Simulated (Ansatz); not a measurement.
# CdS (Greenockite) (P6_3mc) in Ansatz: notebook

One crystal, CdS (Greenockite), is run at these levels: PBEsol; tasks: relaxation of cell and atoms.

Program: Ansatz 0.2.0. These are calculated values, not measurements. Logs are shortened: lines on timing, memory, paths and dates and some standing lists are left out, and cuts for length are marked.

### 1 Starting point

The structure is hexagonal, space group P6_3mc (No. 186). The conventional cell has a = 4.150 Å, b = 4.150 Å, c = 6.737 Å, α = 90.00°, β = 90.00°, γ = 120.00°. Cd (site symmetry 3m) has 4 S at 2.53 to 2.54 Å as nearest neighbours. Around S (site symmetry 3m) lie 4 Cd at 2.53 to 2.54 Å.

### 2 Relaxation of cell and atoms, PBEsol

File input.yaml:

```yaml
crystal:
  lattice:
    - [4.15, 0.0, 0.0]
    - [-2.075, 3.5940054257, 0.0]
    - [0.0, 0.0, 6.737]
  atoms:
    - { symbol: Cd, position: [0.6666666667, 0.3333333333, 0.5] }
    - { symbol: Cd, position: [0.3333333333, 0.6666666667, 0.0] }
    - { symbol: S, position: [0.6666666667, 0.3333333333, 0.875] }
    - { symbol: S, position: [0.3333333333, 0.6666666667, 0.375] }
kpoints:
  mp_grid: { grid: [7, 7, 4] }
scf:
  occupations: { method: fermi_dirac, width: 0.05 }
hamiltonian:
  xc: pbesol
  pseudopotentials: { kind: all_electron, lapw: { basis_error: 0.002 } }
output:
  forces: true
  stress: true
relax:
  f_tol: 0.02
  max_steps: 60
  cell: {}
```

Potentials or basis: all-electron LAPW, scalar-relativistic.

Launch:

```
$ ansatz run input.yaml --threads 2 --pin off --max-ram 8192MiB --backend cpu --events-out ev --progress --plain --runs-dir out
```

Standard output:

```text
Warning: RAYON_NUM_THREADS=2 ignored (pool sized by the plan → 2); use --threads N
The last accepted step is kept in <dir> (removed where the run ends without a failure and the disk answers)
LAPW: plane waves up to 7.992 Å⁻¹, error target 2.0e-3 eV per atom; small_component_spin mean_spin; S in spheres of 1.059 Å, 14 of its electrons in bands, Dirac shells []; Cd in spheres of 1.392 Å, 20 of its electrons in bands, Dirac shells [] (how accurate: hamiltonian.pseudopotentials.lapw.basis_error, Limitations)
Engine: ansatz 0.2.0, x86_64-unknown-linux-gnu
Pseudopotentials: kind: all_electron
Pseudopotential: Cd, LAPW, valence charge 20, lapw/all_electron/scalar/gaussian/Cd, Koelling and Harmon's equation, gaussian nucleus
Pseudopotential: S, LAPW, valence charge 14, lapw/all_electron/scalar/gaussian/S, Koelling and Harmon's equation, gaussian nucleus
Functional definition: PBEsol
  exchange = pbesol_x
  correlation = pbesol_c
Crystal: 4 atoms, lattice volume = 100.483 Å³
Basis set: ecut = 243.37973012095875 eV, 845 PW (Γ), exchange–correlation at level 2
Bands: 41, of which v1, the nominal top of the filled ones, is band 34 counted from 1 (33 counted from 0)
Symmetry: 12 space group operations
Space group: P63mc (ITA 186), of the structure as read, at distance tolerance 4.6e-5 Å
k-points: 24 of 196 (time reversal used)
Non-local potential: Cd, projectors of the file, none
Non-local potential: S, projectors of the file, none
Initial density: superposition of atomic densities (chi_scale 0.1, normalization cell, long waves kept (reshape's long-wave potential 0.00 eV rms))
Initial wavefunctions: plane waves of lowest kinetic energy (no species holds an atomic orbital)
Functional: x = pbesol(κ = 0.804, μ = 0.12345679012345678), c = pbesol(β = 0.046)
iter 1 solved again at ethr=3.95e-3 eV; its pass at ethr=1.00e-1 eV (dr2=2.69e0 eV) is discarded
SCF iter   1: F=—  HF=-326024.718412 eV  |F-HF|=—  |Δ(HF+E_count)|=         —  Δρ=3.64e-2  dr2=2.69e0  ethr=3.95e-3  ⟨swp⟩=2.0  Hψ=6721  notcnv=0
preconditioner: auto → Resta (q_TF=auto, 2.556 Å⁻¹)  ε∞=4.8  [insulator: Δε(μ)=1.616 eV  Ē_g=11.461 eV  σ=0.050 eV  W_gap=1.00  n_scr=22 (ndim 8)  ℏωp=22.2 eV  f_vac=0.150  D(μ)=0.00/eV (n_scr^D=0)  ε∞_Penn≈4.8]
SCF iter   2: F=—  HF=-326023.808064 eV  |F-HF|=—  |Δ(HF+E_count)|=   9.10e-1  Δρ=1.52e-2  dr2=4.19e-1  ethr=3.95e-3  ⟨swp⟩=2.9  Hψ=2897  notcnv=0
SCF iter   3: F=—  HF=-326023.716790 eV  |F-HF|=—  |Δ(HF+E_count)|=   9.13e-2  Δρ=7.79e-3  dr2=1.05e-1  ethr=6.16e-4  ⟨swp⟩=2.0  Hψ=2856  notcnv=0
iter 4 solved again at ethr=9.76e-6 eV; its pass at ethr=1.54e-4 eV (dr2=6.64e-3 eV) is discarded
SCF iter   4: F=—  HF=-326023.698725 eV  |F-HF|=—  |Δ(HF+E_count)|=   1.81e-2  Δρ=2.38e-3  dr2=6.60e-3  ethr=9.76e-6  ⟨swp⟩=2.0  Hψ=4871  notcnv=0
SCF iter   5: F=—  HF=-326023.697485 eV  |F-HF|=—  |Δ(HF+E_count)|=   1.24e-3  Δρ=7.21e-4  dr2=5.26e-4  ethr=9.70e-6  ⟨swp⟩=2.0  Hψ=2690  notcnv=0
SCF iter   6: F=—  HF=-326023.698255 eV  |F-HF|=—  |Δ(HF+E_count)|=   7.70e-4  Δρ=2.23e-4  dr2=7.25e-5  ethr=7.73e-7  ⟨swp⟩=3.0  Hψ=2797  notcnv=0
SCF iter   7: F=—  HF=-326023.698416 eV  |F-HF|=—  |Δ(HF+E_count)|=   1.62e-4  Δρ=4.98e-5  dr2=4.70e-6  ethr=1.07e-7  ⟨swp⟩=3.0  Hψ=2887  notcnv=0
SCF iter   8: F=—  HF=-326023.698430 eV  |F-HF|=—  |Δ(HF+E_count)|=   1.35e-5  Δρ=1.68e-5  dr2=5.96e-7  ethr=6.91e-9  ⟨swp⟩=3.0  Hψ=2939  notcnv=0
SCF iter   9: F=-326023.698431 eV  HF=-326023.698431 eV  |F-HF|=1.25e-8  |Δ(HF+E_count)|=   6.96e-7  Δρ=2.77e-6  dr2=1.32e-8  ethr=8.76e-10  ⟨swp⟩=3.0  Hψ=2941  notcnv=0
SCF 1 converged in 9 iterations: F = -326023.698431 eV  dr2 = 1.32e-8
relax step   1: F+E_penalty+E_count = -326023.69843051 eV  Δ(F+E_penalty+E_count) = +0.000e0 eV  max|allowed force component| = 6.539e-2 eV/Å  Δτ_max = 0.0000 Å  P = -0.951 GPa  Ω = 100.483 Å³  (9 SCF iters, accepted)
Crystal: 4 atoms, lattice volume = 98.801 Å³
Basis set: ecut = 246.1338454522936 eV, 845 PW (Γ), exchange–correlation at level 2
Initial density: handed on by an earlier stage of this run
Initial wavefunctions: those handed on with the density
iter 1 solved again at ethr=2.13e-7 eV; its pass at ethr=1.00e-1 eV (dr2=1.45e-4 eV) is discarded
SCF iter   1: F=—  HF=-326023.704203 eV  |F-HF|=—  |Δ(HF+E_count)|=         —  Δρ=3.46e-4  dr2=2.24e-4  ethr=2.13e-7  ⟨swp⟩=4.1  Hψ=6073  notcnv=0
preconditioner: auto → Resta (q_TF=auto, 2.564 Å⁻¹)  ε∞=4.5  [insulator: Δε(μ)=1.089 eV  Ē_g=11.947 eV  σ=0.050 eV  W_gap=1.00  n_scr=22 (ndim 8)  ℏωp=22.4 eV  f_vac=0.181  D(μ)=0.00/eV (n_scr^D=0)  ε∞_Penn≈4.5]
SCF iter   2: F=—  HF=-326023.704151 eV  |F-HF|=—  |Δ(HF+E_count)|=   5.20e-5  Δρ=1.95e-4  dr2=7.22e-5  ethr=2.13e-7  ⟨swp⟩=2.0  Hψ=2688  notcnv=0
iter 3 solved again at ethr=1.05e-8 eV; its pass at ethr=1.06e-7 eV (dr2=7.13e-6 eV) is discarded
SCF iter   3: F=—  HF=-326023.704140 eV  |F-HF|=—  |Δ(HF+E_count)|=   1.16e-5  Δρ=5.85e-5  dr2=7.10e-6  ethr=1.05e-8  ⟨swp⟩=2.0  Hψ=4707  notcnv=0
SCF iter   4: F=—  HF=-326023.704142 eV  |F-HF|=—  |Δ(HF+E_count)|=   1.85e-6  Δρ=1.72e-5  dr2=5.96e-7  ethr=1.04e-8  ⟨swp⟩=2.6  Hψ=2709  notcnv=0
SCF iter   5: F=—  HF=-326023.704142 eV  |F-HF|=—  |Δ(HF+E_count)|=   2.84e-7  Δρ=8.84e-6  dr2=1.69e-7  ethr=8.77e-10  ⟨swp⟩=3.0  Hψ=2830  notcnv=0
SCF iter   6: F=-326023.704142 eV  HF=-326023.704142 eV  |F-HF|=5.90e-8  |Δ(HF+E_count)|=   5.69e-8  Δρ=4.40e-6  dr2=3.90e-8  ethr=2.49e-10  ⟨swp⟩=2.9  Hψ=2735  notcnv=0
SCF 2 converged in 6 iterations: F = -326023.704142 eV  dr2 = 3.90e-8
relax step   2: F+E_penalty+E_count = -326023.70414180 eV  Δ(F+E_penalty+E_count) = -5.711e-3 eV  max|allowed force component| = 2.239e-2 eV/Å  Δτ_max = 0.0027 Å  P = +0.042 GPa  Ω = 98.801 Å³  (6 SCF iters, accepted)
Crystal: 4 atoms, lattice volume = 98.850 Å³
Basis set: ecut = 246.05267355604508 eV, 845 PW (Γ), exchange–correlation at level 2
iter 1 solved again at ethr=3.22e-8 eV; its pass at ethr=1.00e-1 eV (dr2=2.19e-5 eV) is discarded
SCF iter   1: F=—  HF=-326023.704241 eV  |F-HF|=—  |Δ(HF+E_count)|=         —  Δρ=8.61e-5  dr2=1.29e-5  ethr=3.22e-8  ⟨swp⟩=4.6  Hψ=5664  notcnv=0
preconditioner: auto → Resta (q_TF=auto, 2.563 Å⁻¹)  ε∞=4.5  [insulator: Δε(μ)=1.091 eV  Ē_g=11.942 eV  σ=0.050 eV  W_gap=1.00  n_scr=22 (ndim 8)  ℏωp=22.4 eV  f_vac=0.183  D(μ)=0.00/eV (n_scr^D=0)  ε∞_Penn≈4.5]
SCF iter   2: F=—  HF=-326023.704238 eV  |F-HF|=—  |Δ(HF+E_count)|=   2.93e-6  Δρ=4.60e-5  dr2=3.57e-6  ethr=1.90e-8  ⟨swp⟩=2.0  Hψ=2688  notcnv=0
iter 3 solved again at ethr=2.89e-10 eV; its pass at ethr=5.25e-9 eV (dr2=1.96e-7 eV) is discarded
SCF iter   3: F=—  HF=-326023.704237 eV  |F-HF|=—  |Δ(HF+E_count)|=   7.80e-7  Δρ=1.20e-5  dr2=1.96e-7  ethr=2.89e-10  ⟨swp⟩=2.0  Hψ=4804  notcnv=0
SCF iter   4: F=-326023.704237 eV  HF=-326023.704237 eV  |F-HF|=1.34e-9  |Δ(HF+E_count)|=  2.91e-10  Δρ=2.56e-6  dr2=9.17e-9  ethr=2.88e-10  ⟨swp⟩=2.5  Hψ=2704  notcnv=0
SCF 3 converged in 4 iterations: F = -326023.704237 eV  dr2 = 9.17e-9
relax step   3: F+E_penalty+E_count = -326023.70423713 eV  Δ(F+E_penalty+E_count) = -9.533e-5 eV  max|allowed force component| = 7.997e-3 eV/Å  Δτ_max = 0.0013 Å  P = +0.012 GPa  Ω = 98.850 Å³  (4 SCF iters, accepted)
iter 1 solved again at ethr=1.34e-11 eV; its pass at ethr=1.00e-1 eV (dr2=9.13e-9 eV) is discarded
SCF iter   1: F=—  HF=-326023.704241 eV  |F-HF|=—  |Δ(HF+E_count)|=         —  Δρ=2.58e-6  dr2=8.92e-9  ethr=1.34e-11  ⟨swp⟩=5.4  Hψ=6327  notcnv=0  reapply=9
preconditioner: auto → Resta (q_TF=auto, 2.563 Å⁻¹)  ε∞=4.5  [insulator: Δε(μ)=1.091 eV  Ē_g=11.943 eV  σ=0.050 eV  W_gap=1.00  n_scr=22 (ndim 8)  ℏωp=22.4 eV  f_vac=0.183  D(μ)=0.00/eV (n_scr^D=0)  ε∞_Penn≈4.5]
SCF iter   2: F=-326023.704242 eV  HF=-326023.704242 eV  |F-HF|=8.15e-9  |Δ(HF+E_count)|=   2.80e-7  Δρ=1.72e-6  dr2=3.87e-9  ethr=1.31e-11  ⟨swp⟩=2.0  Hψ=2689  notcnv=0
SCF 4 converged in 2 iterations: F = -326023.704242 eV  dr2 = 3.87e-9
relax step   4: F+E_penalty+E_count = -326023.70424160 eV  Δ(F+E_penalty+E_count) = -4.472e-6 eV  max|allowed force component| = 8.008e-3 eV/Å  Δτ_max = 0.0000 Å  P = +0.012 GPa  Ω = 98.850 Å³  stress off target by 3.24e-2 GPa  SCF on the basis re-selected at this cell (its energy is not comparable with the rows above)  (2 SCF iters)
basis re-selected at this cell: Δ(F+E_penalty+E_count) = -4.472e-6 eV, ΔP = -0.000 GPa vs the last step (what re-selecting the basis moved, after the strain that the cell walked since its last selection, with what the two solves' SCF thresholds leave and, on support functions, any second-order correction that the steps lacked; it is no measure of the basis error at this ecutwfc). This SCF's stress stands 3.24e-2 GPa from its target on what of the cell is left free (relax.cell.stress_tol is 5.00e-2 GPa) and its largest allowed force component is 8.01e-3 eV/Å (relax.f_tol is 2.00e-2 eV/Å): within both
SCF converged after 2 iterations
Free energy (F): -326023.704242 eV
Harris-Foulkes:  -326023.704242 eV  (|F-HF|=8.15e-9)
Internal energy: -326023.704241 eV  (E = F + TS)
E sigma→0 (E₀):  -326023.704241 eV
Entropy (-TS):   -0.000000 eV (-0.000 meV/atom)
Fermi energy:    8.274073 eV
--- Per-component energies (eV) ---
  E_band       = -3455.257613
  E_kinetic    = 340562.726676
  E_xc         = -9637.605001
  E_electrostatic = -656948.825916  (all electrons and nuclei)
  E_smearing   = -0.000000  (= −TS)
  E_closure    = 0.000000  (closes the sum)
  E_atoms      = -326010.068184  (free atoms, spherical and without spin; not in F)
  Σ components = -326023.704242   (vs F -326023.704242, Δ=0.00e0)
  Basis errors (estimates in eV, not in F): energy 8.7e-4 per atom: plane waves 8.2e-4 (4.9e-4 summed), levels above the bands 7.9e-56, relativity 1.1e-8, radial functions 5.0e-5, core shells 5.5e-7; eigenvalues (radial functions only) 2.0e-6; not estimated: angular momenta, meshes, grids; target (lapw.basis_error) 2.0e-3; muffin-tin radii S 1.053 Å, Cd 1.384 Å
--- Forces (eV/Å), atoms counted from 1 ---
  atom   1  Cd    -0.00000000     0.00000000    -0.00800325
  atom   2  Cd     0.00000000    -0.00000000    -0.00800325
  atom   3  S     -0.00000000     0.00000000     0.00801225
  atom   4  S     -0.00000000    -0.00000000     0.00801225
  max |Σ_I F_I| component: 1.80e-5 eV/Å
--- Stress (GPa, compression-positive) ---
        0.001405      -0.000000       0.000000
       -0.000000       0.001405       0.000000
        0.000000       0.000000       0.032419
  P = ⅓ Tr σ = 0.0117 GPa (0.117 kbar)
--- Relaxed structure (3 steps of the walk, 3 accepted, 1 SCFs on fresh bases) ---
  F+E_penalty+E_count = -326023.70424160 eV   max|allowed force component| = 8.008e-3 eV/Å   (the final SCF, on the basis selected at the relaxed cell)
  cell:  # Å, volume = 98.8503 Å³
    - [4.123610644577448, 5.730636612649558e-35, -6.0946898350714545e-18]
    - [-2.061805322288724, 3.5711515735199937, 3.047344917535728e-18]
    - [-9.893957932266833e-18, -4.6514817902950827e-35, 6.7126176724971085]
  atoms:
    - { symbol: Cd, position: [0.6666666666666666, 0.3333333333333333, 0.4994109284388537] }
    - { symbol: Cd, position: [0.3333333333333333, 0.6666666666666666, -0.0005890715611463334] }
    - { symbol: S, position: [0.6666666666666666, 0.3333333333333333, 0.8755890715611464] }
    - { symbol: S, position: [0.3333333333333333, 0.6666666666666666, 0.37558907156114635] }
```

It took 54 s on 2 threads of AMD EPYC 7R43 (Zen 3), shared host; peak memory 0.41 GiB.

What came out:

| Property | Result |
| --- | --- |
| Free energy | -326023.7042 eV |
| Relaxed volume | 24.71 Å³/atom |
| Relaxed cell | a = 4.124 Å, b = 4.124 Å, c = 6.713 Å, α = 90.00°, β = 90.00°, γ = 120.00° |
| Space group after relaxing (to 0.05 Å) | P6_3mc (No. 186) |
| Energy gained by relaxing | 1.5 meV/atom |
| Ionic steps | 4 |
| Pressure after relaxing | 0.0 GPa |
| Largest force after relaxing | 0.008 eV/Å |
| Band gap on the k mesh | 1.09 eV |

Forces on the atoms (eV/Å):
```
Cd   0.000  0.000 -0.008
Cd   0.000  0.000 -0.008
S    0.000  0.000  0.008
S    0.000  0.000  0.008
```

Step by step:
| step | energy change (eV) | largest force (eV/Å) | volume (Å³) |
| --- | --- | --- | --- |
| 1 | 0.0000 | 0.0654 | 100.48 |
| 2 | -0.0057 | 0.0224 | 98.80 |
| 3 | -0.0058 | 0.0080 | 98.85 |
| 4 | -0.0058 | 0.0080 | 98.85 |

Final structure:
```xyz
4
Lattice="4.1236 0.0000 0.0000 -2.0618 3.5712 0.0000 0.0000 0.0000 6.7126" Properties=species:S:1:pos:R:3 pbc="T T T"
Cd    2.0618    1.1904    3.3524
Cd    0.0000    2.3808   -0.0040
S     2.0618    1.1904    5.8775
S     0.0000    2.3808    2.5212
```

Caveat: an odd mesh through Γ misses points on the zone boundary, where band edges often lie.

(Part 1 of 2 ends here.)
